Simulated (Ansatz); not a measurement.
HfO2, 12 atoms in the cell. Symmetry: P2_12_12, No. 18, orthorhombic system. Conventional cell: a = 5.080 Å, b = 5.165 Å, c = 4.891 Å, α = 90.00°, β = 90.00°, γ = 90.00°. Around Hf (site symmetry 1) lie 7 O at 1.99 to 2.25 Å. O (site symmetry 1) is surrounded by 3 Hf at 1.99 to 2.25 Å. O (site symmetry 2) has 4 Hf at 2.13 to 2.15 Å as nearest neighbours. O (site symmetry 2) has 4 Hf at 2.16 to 2.18 Å as nearest neighbours. The cell comes from a database or a generator and needn't be the stable form of this composition.

* Program: Ansatz 0.2.0
* Task: band structure
* Functional: r2SCAN
* Potentials or basis: Ansatz PAW
* Cutoff: 500 eV (not typed: the program's choice for these potentials)
* k mesh: 5 × 5 × 6
* Occupations: fermi-dirac, width 0.05 eV
* Spin: no spin polarisation
* Path: [["G", "X", "S", "Y", "G", "Z", "U", "R", "T", "Z"], ["Y", "T"], ["U", "X"], ["S", "R"]]
* Points for each segment of the path: 10

Potentials or basis: Ansatz PAW.

Launch:

```sh
$ ansatz run input.yaml --threads 4 --pin off --max-ram 11264MiB --backend cpu --events-out ev --progress --plain --runs-dir out
```

Hardware: 4 threads of Arm Neoverse V2, on a shared host.

Problem. How long does it take, and how much memory?

Solution. Wall time 71 s on 4 threads of Arm Neoverse V2, with other jobs on the host, peak memory 1.7 GiB. Counts: scf iterations 8, plane waves 3229, k points 36, bands 106.
